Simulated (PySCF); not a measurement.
Dipole moment and polarisability of 1-propanethiol

Species: 1-propanethiol, C3H8S.
SMILES with atom numbers: `[CH3:1][CH2:2][CH2:3][SH:4]` (hydrogens: H5, H6, H7 on C1; H8, H9 on C2; H10, H11 on C3; H12 on S4)

Cartesian coordinates in Å at the GFN2-xTB level; atoms count from 1:
```
atom  x, y, z in Å
C1    -1.566   -0.178   -0.020
C2    -0.090   -0.544    0.070
C3     0.791    0.638   -0.301
S4     2.570    0.227   -0.229
H5    -1.827    0.124   -1.031
H6    -1.798    0.645    0.654
H7    -2.182   -1.030    0.255
H8     0.127   -1.377   -0.602
H9     0.145   -0.866    1.088
H10    0.617    1.491    0.356
H11    0.620    0.945   -1.333
H12    2.594   -0.076    1.068
```

Level: CAM-B3LYP/def2-SVPD (PySCF), static field, nuclei fixed, core orbitals frozen in the response. The polarisability tensor in these axes (au):

```
x   72.80  1.04  0.52
y    1.04 54.75 -0.75
z    0.52 -0.75 52.62
```

Task: Give the principal values, the mean and the anisotropy Δα = √{½[(α1 − α2)² + (α2 − α3)² + (α1 − α3)²]}.

Result: Principal values 52.35, 54.95 and 72.87 au; mean 60.06 au = 8.90 Å³ = 9.90 × 10⁻⁴⁰ C²·m²/J; Δα = 19.36 au (32 % of the mean).

Task: What is the dipole moment, and where does it point?

Result: (-1.70, 0.02, 0.66) D, 1.82 D in size, pointing from the negative to the positive side. Measured along this direction, the outermost atoms are S4 at the negative end and H7 at the positive end.

Task: Give the eigenvalues of the traceless quadrupole moment Θ = ½Σq(3rr − r²1), origin at the centre of nuclear charge.

Result: -4.75, -0.58, 5.33 D·Å. The values depend on the origin, since the dipole doesn't vanish. The electronic extent ⟨r²⟩ about the same centre is 560 bohr², a root-mean-square distance of 1.93 Å for the 42 electrons.

Task: What depolarisation ratio follows for Rayleigh scattering of linearly polarised light, taking the static tensor?

Result: ρ = 3Δα²/(45ᾱ² + 4Δα²) = 1123.9/(162305 + 1498.6) = 0.00686.

Task: In a dilute gas of rigid molecules at 298 K, how does the orientational term μ²/3kT compare with the electronic polarisability?

Result: In Gaussian units μ²/3kT = 26.95 Å³ against 8.90 Å³, a ratio of 3.03; the Debye molar polarisation (4π/3)N_A(α + μ²/3kT) is 90.4 cm³/mol, leaving out the vibrational part.

Isolated species at its GFN2-xTB geometry (one conformer only).
